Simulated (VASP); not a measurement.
A run of VASP 6.6.1 is set up as follows.

File POSCAR:

```
BP
1.0
    0.0000000000      2.2448630182      2.2448630182
    2.2448630182      0.0000000000      2.2448630182
    2.2448630182      2.2448630182      0.0000000000
  B               P
     1     1
Direct
     0.0000000000000000    0.0000000000000000    0.0000000000000000
     0.2500000000000000    0.2500000000000000    0.2500000000000000
```

File INCAR.step1:

```
PREC = Accurate
ENCUT = 600
EDIFF = 1E-8
ISMEAR = 0
SIGMA = 0.03
LREAL = F
LASPH = T
NELM = 80
ALGO = Normal
ISIF = 3
LWAVE = F
LCHARG = F
PSTRESS = -15.0
IBRION = 2
NSW = 40
EDIFFG = -0.002
```

Contents of INCAR.step2:

```
PREC = Accurate
ENCUT = 600
EDIFF = 1E-8
ISMEAR = 0
SIGMA = 0.03
LREAL = F
LASPH = T
NELM = 80
ALGO = Normal
ISIF = 2
LWAVE = F
LCHARG = F
PSTRESS = -15.0
IBRION = 6
NFREE = 2
POTIM = 0.015
NSW = 1
```

KPOINTS

```
regular mesh
0
Gamma
  10 10 10
```

Potentials or basis: VASP PAW LDA potentials, release 64 (B, P).

Launch:

```bash
$ cat potpaw_LDA.64/B/POTCAR potpaw_LDA.64/P/POTCAR > POTCAR
$ cp INCAR.step1 INCAR
$ mpirun -np 1 vasp_std > vasp.out
$ cp CONTCAR POSCAR
$ cp INCAR.step2 INCAR
$ mpirun -np 1 vasp_std > vasp.out
```

Problem. What does it give for the highest phonon frequency at Γ, LO-TO splitting left out?

Solution. 812 cm⁻¹.

Problem. What does it give for the relaxed cell?

Solution. a = 3.184 Å, b = 3.184 Å, c = 3.184 Å, α = 60.00°, β = 60.00°, γ = 60.00°.

Problem. Estimate the relaxed volume.

Solution. 11.41 Å³/atom.

Problem. Estimate the space group after relaxing (to 0.05 Å).

Solution. F-43m (No. 216).

The path:
| step | energy change (eV) | largest force (eV/Å) | pressure (GPa) | volume (Å³) |
| --- | --- | --- | --- | --- |
| 1 | 0.0000 | 0.0000 | -0.02 | 22.63 |
| 2 | 0.0028 | 0.0000 | -2.59 | 22.97 |
| 3 | 0.0009 | 0.0000 | -1.50 | 22.82 |
